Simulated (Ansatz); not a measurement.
Relaxing thallium (simple cubic)

Computed with DFT, RPBE, plane waves (420 eV) with PAW, scalar-relativistic in Ansatz. The PAW files were generated under PBE, with cores re-solved for the functional.

k-point mesh 10×10×10, Fermi-Dirac smearing 0.1 eV, no spin polarisation. Cell and atoms relax.

Starting structure:

```yaml
crystal:
  lattice:
    - [3.1168762379, 0.0, 0.0]
    - [0.0, 3.1168762379, 0.0]
    - [0.0, 0.0, 3.1168762379]
  atoms:
    - { symbol: Tl, position: [0.0, 0.0, 0.0] }
hamiltonian:
  xc: rpbe
  pseudopotentials:
    kind: paw
    azcp:
      Tl: "pseudopotentials/Tl.paw.azcp"
basis:
  ecutwfc: 420
  fft_grid_basis: typed
kpoints:
  mp_grid: { grid: [10, 10, 10], shift: [0, 0, 0] }
magnetization:
  spin_polarized: false
scf:
  occupations: { method: fermi_dirac, width: 0.1 }
relax:
  max_steps: 60
  f_tol: 0.01
  cell: {}
output:
  write_density: true
  write_potential: true
  elf: true
  volumetric_format: npy
```

Task: The pressure at the start is 5.6 GPa. By how much does the volume change?

Result: From 30.28 to 37.14 Å³ per atom, 22.7 %. The final cell has a = 3.336 Å.

Task: How much energy does the relaxation gain?

Result: 95.6 meV per atom.
